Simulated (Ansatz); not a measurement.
# AlN: the cost of one run

Computed with Ansatz 0.2.0 (DFT PBEsol, scalar-relativistic, plane waves, PAW, unless a step's input says otherwise).

## Step 1: The system as given

The structure is cubic, space group Fm-3m (No. 225). Conventional cell: a = 4.069 Å, b = 4.069 Å, c = 4.069 Å, α = 90.00°, β = 90.00°, γ = 90.00°. Around Al (site symmetry m-3m) lie 6 N at 2.03 Å. N (site symmetry m-3m) is surrounded by 6 Al at 2.03 Å.

Structure file:

```xyz
2
Lattice="0.0000 2.0345 2.0345 2.0345 0.0000 2.0345 2.0345 2.0345 0.0000" Properties=species:S:1:pos:R:3 pbc="T T T"
Al    2.0345    2.0345    2.0345
N     0.0000    0.0000    0.0000
```

The structure comes from the Materials Project (structure only).

## Step 2: A distortion that keeps the symmetry

What differs from the listed cell: strain xx, yy, zz, yz, xz, xy = +3.2, +3.2, +3.2, +0.0, +0.0, +0.0 %.

Input file input.yaml:

```yaml
crystal:
  lattice:
    - [0.0, 2.0995615405, 2.0995615405]
    - [2.0995615405, 0.0, 2.0995615405]
    - [2.0995615405, 2.0995615405, 0.0]
  atoms:
    - { symbol: Al, position: [0.5, 0.5, 0.5] }
    - { symbol: "N", position: [0.0, 0.0, 0.0] }
basis:
  ecutwfc: 420
kpoints:
  mp_grid: { grid: [10, 10, 10] }
hamiltonian:
  xc: pbesol
scf:
  occupations: { method: gaussian, width: 0.02 }
output:
  forces: true
  stress: true
  eigenvalues: true
  populations: true
```

On the command line:

```console
$ ansatz run input.yaml --threads 1 --pin off --max-ram 1331MiB --backend cpu --events-out ev --progress --plain --runs-dir out
```

Q: Estimate wall time and peak memory on 1 thread of an x86-64 CPU, shared host.

About 2.1 s, with a peak of 0.28 GiB.
